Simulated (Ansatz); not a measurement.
# AlP (F-43m): the equilibrium volume

At what volume is AlP (F-43m) free of pressure?

The COD entry's cell or inner coordinates are ideal or old and differ from later refinements, so a difference from it is no clean test against experiment.

Computed with Ansatz 0.2.0 (DFT PBEsol, scalar-relativistic, plane waves, PAW, unless a step's input says otherwise).

### Step 1. Starting point

Symmetry: F-43m, No. 216, cubic system. The conventional cell has a = 5.469 Å, b = 5.469 Å, c = 5.469 Å, α = 90.00°, β = 90.00°, γ = 90.00°. Al (site symmetry -43m) has 4 P at 2.37 Å as nearest neighbours. Around P (site symmetry -43m) lie 4 Al at 2.37 Å.

Structure file:

```cif
data_structure
_symmetry_space_group_name_H-M 'F-43m'
_symmetry_Int_Tables_number 216
_cell_length_a 5.4691
_cell_length_b 5.4691
_cell_length_c 5.4691
_cell_angle_alpha 90.000
_cell_angle_beta 90.000
_cell_angle_gamma 90.000
_cell_volume 163.59
loop_
_atom_site_label
_atom_site_type_symbol
_atom_site_symmetry_multiplicity
_atom_site_Wyckoff_symbol
_atom_site_fract_x
_atom_site_fract_y
_atom_site_fract_z
_atom_site_occupancy
Al1 Al 4 a 0.00000 0.00000 0.00000 1
P1 P 4 c 0.25000 0.25000 0.25000 1
```

### Step 2. The first run

input.yaml

```yaml
crystal:
  lattice:
    - [0.0, 2.7345548838, 2.7345548838]
    - [2.7345548838, 0.0, 2.7345548838]
    - [2.7345548838, 2.7345548838, 0.0]
  atoms:
    - { symbol: Al, position: [0.0, 0.0, 0.0] }
    - { symbol: P, position: [0.75, 0.75, 0.75] }
basis:
  ecutwfc: 420
  ecutrho_ratio: 4
kpoints:
  mp_grid: { grid: [10, 10, 10] }
hamiltonian:
  xc: pbesol
scf:
  occupations: { method: gaussian, width: 0.05 }
output:
  forces: true
  stress: true
  eigenvalues: true
```

On the command line:

```sh
$ ansatz run input.yaml --threads 8 --pin off --max-ram 15360MiB --backend cpu --events-out ev --progress --plain --runs-dir out
```

What it wrote, cut to the lines that bear on the results:

```text
Warning: RAYON_NUM_THREADS=8 ignored (pool sized by the plan → 8); use --threads N
[...]
Pseudopotentials: kind: paw
Pseudopotential: Al, paw, valence charge 3, recommended cutoff 420 eV (normal), Al.paw.azcp
Pseudopotential: P, paw, valence charge 5, recommended cutoff 420 eV (normal), P.paw.azcp
Functional definition: PBEsol
[...]
Crystal: 2 atoms, lattice volume = 40.897 Å³
Basis set: ecut = 420 eV, 821 PW (Γ), exchange–correlation on 54×54×54 points (8 copies of the dense FFT grid, shifted against one another)
Bands: 8, of which v1, the nominal top of the filled ones, is band 4 counted from 1 (3 counted from 0)
Symmetry: 24 space group operations
Space group: F-43m (ITA 216), of the structure as read, at distance tolerance 3.4e-5 Å
k-points: 47 of 1000 (time reversal used)
[...]
SCF iter   1: F=—  HF=-1265.738006 eV  |F-HF|=—  |Δ(HF+E_count)|=         —  Δρ=3.62e-3  dr2=9.57e-3  ethr=1.77e-3  ⟨swp⟩=6.3  Hψ=3532  notcnv=0
[...]
SCF iter   6: F=-1265.735406 eV  HF=-1265.735406 eV  |F-HF|=3.02e-11  |Δ(HF+E_count)|=  4.99e-10  Δρ=7.24e-7  dr2=1.65e-10  ethr=9.07e-11  ⟨swp⟩=3.6  Hψ=2129  notcnv=0
[...]
SCF converged after 6 iterations
Free energy (F): -1265.735406 eV
[...]
E sigma→0 (E₀):  -1265.735406 eV
Fermi energy:    5.669102 eV
[...]
--- Forces (eV/Å), atoms counted from 1 ---
  atom   1  Al    -0.00000000     0.00000000     0.00000000
  atom   2  P      0.00000000    -0.00000000     0.00000000
[...]
--- Stress (GPa, compression-positive) ---
        0.062847       0.000000       0.000000
       -0.000000       0.062847       0.000000
       -0.000000       0.000000       0.062847
  P = ⅓ Tr σ = 0.0628 GPa (0.628 kbar)
--- Band table (eV; the first three rows and the last of 47) ---
  k-point 0: bands = ["-6.5499", "4.9434", "4.9434", "4.9434", "8.0987", "9.4411", "9.4411", "9.4411"]
[...]
```

Run time: 0.5 s. Hardware: 8 threads of Intel Xeon Platinum 8488C (Sapphire Rapids), shared host; peak memory 0.4 GiB.

This gives: volume 20.448 Å³/atom, pressure 0.06 GPa, gap on the mesh 1.45 eV.

### Step 3. Next volume: 20.530 Å³/atom

Changes to input.yaml since step 2:

```diff
@@ -2,5 +2,5 @@
   lattice:
-    - [0.0, 2.7345548838, 2.7345548838]
-    - [2.7345548838, 0.0, 2.7345548838]
-    - [2.7345548838, 2.7345548838, 0.0]
+    - [0.0, 2.7381961063, 2.7381961063]
+    - [2.7381961063, 0.0, 2.7381961063]
+    - [2.7381961063, 2.7381961063, 0.0]
   atoms:
```

On the command line:

```sh
$ ansatz run input.yaml --threads 8 --pin off --max-ram 15360MiB --backend cpu --events-out ev --progress --plain --runs-dir out
```

What it wrote, cut to the lines that bear on the results:

```text
Warning: RAYON_NUM_THREADS=8 ignored (pool sized by the plan → 8); use --threads N
[...]
Pseudopotentials: kind: paw
Pseudopotential: Al, paw, valence charge 3, recommended cutoff 420 eV (normal), Al.paw.azcp
Pseudopotential: P, paw, valence charge 5, recommended cutoff 420 eV (normal), P.paw.azcp
Functional definition: PBEsol
[...]
Crystal: 2 atoms, lattice volume = 41.060 Å³
Basis set: ecut = 420 eV, 821 PW (Γ), exchange–correlation on 54×54×54 points (8 copies of the dense FFT grid, shifted against one another)
Bands: 8, of which v1, the nominal top of the filled ones, is band 4 counted from 1 (3 counted from 0)
Symmetry: 24 space group operations
Space group: F-43m (ITA 216), of the structure as read, at distance tolerance 3.4e-5 Å
k-points: 47 of 1000 (time reversal used)
[...]
SCF iter   1: F=—  HF=-1265.737943 eV  |F-HF|=—  |Δ(HF+E_count)|=         —  Δρ=3.63e-3  dr2=9.71e-3  ethr=1.77e-3  ⟨swp⟩=6.2  Hψ=3526  notcnv=0
[...]
SCF iter   6: F=-1265.735302 eV  HF=-1265.735302 eV  |F-HF|=2.73e-11  |Δ(HF+E_count)|=   2.91e-9  Δρ=5.18e-7  dr2=1.07e-10  ethr=5.30e-11  ⟨swp⟩=3.6  Hψ=2143  notcnv=0
[...]
SCF converged after 6 iterations
Free energy (F): -1265.735302 eV
[...]
E sigma→0 (E₀):  -1265.735302 eV
Fermi energy:    5.634769 eV
[...]
--- Forces (eV/Å), atoms counted from 1 ---
  atom   1  Al    -0.00000000     0.00000000     0.00000000
  atom   2  P      0.00000000    -0.00000000     0.00000000
[...]
--- Stress (GPa, compression-positive) ---
       -0.282261      -0.000000      -0.000000
        0.000000      -0.282261       0.000000
       -0.000000       0.000000      -0.282261
  P = ⅓ Tr σ = -0.2823 GPa (-2.823 kbar)
--- Band table (eV; the first three rows and the last of 47) ---
  k-point 0: bands = ["-6.5653", "4.9052", "4.9052", "4.9052", "8.0271", "9.3974", "9.3974", "9.3974"]
[...]
```

Run time: 0.48 s. Hardware: 8 threads of Intel Xeon Platinum 8488C (Sapphire Rapids), shared host; peak memory 0.4 GiB.

In short: volume 20.530 Å³/atom, pressure -0.28 GPa, mesh gap 1.46 eV.

### Step 4. Stepping to 20.463 Å³/atom

Changes to input.yaml since step 3:

```diff
@@ -2,5 +2,5 @@
   lattice:
-    - [0.0, 2.7381961063, 2.7381961063]
-    - [2.7381961063, 0.0, 2.7381961063]
-    - [2.7381961063, 2.7381961063, 0.0]
+    - [0.0, 2.7352127642, 2.7352127642]
+    - [2.7352127642, 0.0, 2.7352127642]
+    - [2.7352127642, 2.7352127642, 0.0]
   atoms:
```

On the command line:

```sh
$ ansatz run input.yaml --threads 8 --pin off --max-ram 15360MiB --backend cpu --events-out ev --progress --plain --runs-dir out
```

What it wrote, cut to the lines that bear on the results:

```text
Warning: RAYON_NUM_THREADS=8 ignored (pool sized by the plan → 8); use --threads N
[...]
Pseudopotentials: kind: paw
Pseudopotential: Al, paw, valence charge 3, recommended cutoff 420 eV (normal), Al.paw.azcp
Pseudopotential: P, paw, valence charge 5, recommended cutoff 420 eV (normal), P.paw.azcp
Functional definition: PBEsol
[...]
Crystal: 2 atoms, lattice volume = 40.926 Å³
Basis set: ecut = 420 eV, 821 PW (Γ), exchange–correlation on 54×54×54 points (8 copies of the dense FFT grid, shifted against one another)
Bands: 8, of which v1, the nominal top of the filled ones, is band 4 counted from 1 (3 counted from 0)
Symmetry: 24 space group operations
Space group: F-43m (ITA 216), of the structure as read, at distance tolerance 3.4e-5 Å
k-points: 47 of 1000 (time reversal used)
[...]
SCF iter   1: F=—  HF=-1265.738043 eV  |F-HF|=—  |Δ(HF+E_count)|=         —  Δρ=3.62e-3  dr2=9.60e-3  ethr=1.77e-3  ⟨swp⟩=6.3  Hψ=3533  notcnv=0
[...]
SCF iter   6: F=-1265.735417 eV  HF=-1265.735417 eV  |F-HF|=1.73e-11  |Δ(HF+E_count)|=   1.95e-9  Δρ=6.34e-7  dr2=1.24e-10  ethr=6.76e-11  ⟨swp⟩=3.6  Hψ=2135  notcnv=0
[...]
SCF converged after 6 iterations
Free energy (F): -1265.735417 eV
[...]
E sigma→0 (E₀):  -1265.735417 eV
Fermi energy:    5.662888 eV
[...]
--- Forces (eV/Å), atoms counted from 1 ---
  atom   1  Al    -0.00000000    -0.00000000    -0.00000000
  atom   2  P      0.00000000    -0.00000000     0.00000000
[...]
--- Stress (GPa, compression-positive) ---
        0.000082       0.000000      -0.000000
        0.000000       0.000082       0.000000
       -0.000000       0.000000       0.000082
  P = ⅓ Tr σ = 0.0001 GPa (0.001 kbar)
--- Band table (eV; the first three rows and the last of 47) ---
  k-point 0: bands = ["-6.5527", "4.9364", "4.9364", "4.9364", "8.0857", "9.4332", "9.4332", "9.4332"]
[...]
```

It took 0.5 s on 8 threads of Intel Xeon Platinum 8488C (Sapphire Rapids), shared host; peak memory 0.4 GiB.

This gives: volume 20.463 Å³/atom, pressure 0.00 GPa, gap on the mesh 1.45 eV.

### Step 5. The volume search in one table

```
step   level      mesh  relaxed  volume (Å³/atom)  pressure (GPa)
   2  PBEsol  10×10×10  nothing            20.448            0.06
   3  PBEsol  10×10×10  nothing            20.530           -0.28
   4  PBEsol  10×10×10  nothing            20.463            0.00
```

### Step 6. Summary of results

```
         quantity                                                                      value
           volume                                                             20.463 Å³/atom
         pressure                                                                   0.00 GPa
conventional cell  a = 5.470 Å, b = 5.470 Å, c = 5.470 Å, α = 90.00°, β = 90.00°, γ = 90.00°
  gap on the mesh                                                                    1.45 eV
```

What this shows: The last run holds the volume at 20.46 Å³/atom, where the pressure is zero within 0.01 GPa.

These are semilocal Kohn-Sham gaps, which aren't the measured quantity. Such gaps usually fall short of the measured ones.
